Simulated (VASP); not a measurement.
Wanted: the native input for a VASP 6.6.1 run.

```yaml
Task: relaxation of cell and atoms
Functional: PBEsol
Dispersion: D3
Potentials_or_basis: VASP PAW PBE potentials, release 64 (Ni, Si)
Cutoff: 600 eV
k_mesh: 6 × 6 × 5
Occupations: fermi-dirac, width 0.05 eV
Spin: collinear spin, ferromagnetic start
Starting_moments: "[1.0, 1.0, 1.0, 1.0, 0.0, 0.0] μB"
Further_INCAR_settings: ALGO = Normal; EDIFF = 1e-06; IBRION = 2; EDIFFG = -0.01; NSW = 60; ISIF = 3
```

The structure of SiNi2 lies in POSCAR:

```
SiNi2
1.0
    3.8360000000      0.0000000000      0.0000000000
   -1.9180000000      3.3220734489      0.0000000000
    0.0000000000      0.0000000000      4.9480000000
Ni Si
4 2
Direct
    0.6666666667      0.3333333333      0.7500000000
    0.3333333333      0.6666666667      0.2500000000
    0.0000000000      0.0000000000      0.5000000000
    0.0000000000      0.0000000000      0.0000000000
    0.6666666667      0.3333333333      0.2500000000
    0.3333333333      0.6666666667      0.7500000000
```

One way to write it, as run:

INCAR

```
SYSTEM = SiNi2
ALGO = Normal
EDIFF = 1E-6
EDIFFG = -0.01
ENCUT = 600
GGA = PS
IBRION = 2
ISIF = 3
ISMEAR = -1
ISPIN = 2
IVDW = 11
LASPH = .TRUE.
LCHARG = .FALSE.
LMAXMIX = 4
LORBIT = 11
LREAL = .FALSE.
LWAVE = .FALSE.
MAGMOM = 1 1 1 1 0 0
NELM = 150
NSW = 60
PREC = Accurate
SIGMA = 0.05
```

KPOINTS

```
k-points
0
G
  6 6 5
  0 0 0
```

Potentials or basis: VASP PAW PBE potentials, release 64 (Ni, Si).

Run with:

```sh
$ cat potpaw_PBE.64/Ni/POTCAR potpaw_PBE.64/Si/POTCAR > POTCAR
$ mpirun -np 1 vasp_std > vasp.out
```

It gave:

```
Relaxed volume                                        : 10.33 Å³/atom
Relaxed cell                                          : a = 3.839 Å, b = 3.839 Å, c = 4.854 Å, α = 90.00°, β = 90.00°, γ = 120.00°
Space group after relaxing (to 0.05 Å)                : P6_3/mmc (No. 194)
Energy gained by relaxing                             : 4.2 meV/atom
Ionic steps                                           : 6
Pressure after relaxing                               : 0.0 GPa
Band gap on the k mesh                                : none (metal or under the smearing width)
Net moment                                            : 0.00 μB per cell
Valence electrons inside the program's atomic spheres : Ni 9.77, 9.52; Si 1.62
Dispersion energy per atom                            : -0.320 eV
```

Caveat: the PAW data sets were made with another functional, which shifts forces and pressure a little; pairwise dispersion overbinds metals, which lowers pressure and volume.

Wall time 3.9 min on 1 thread of AMD EPYC 9R45 96-Core Processor (Zen 5), with other jobs on the host, peak memory 0.25 GiB.
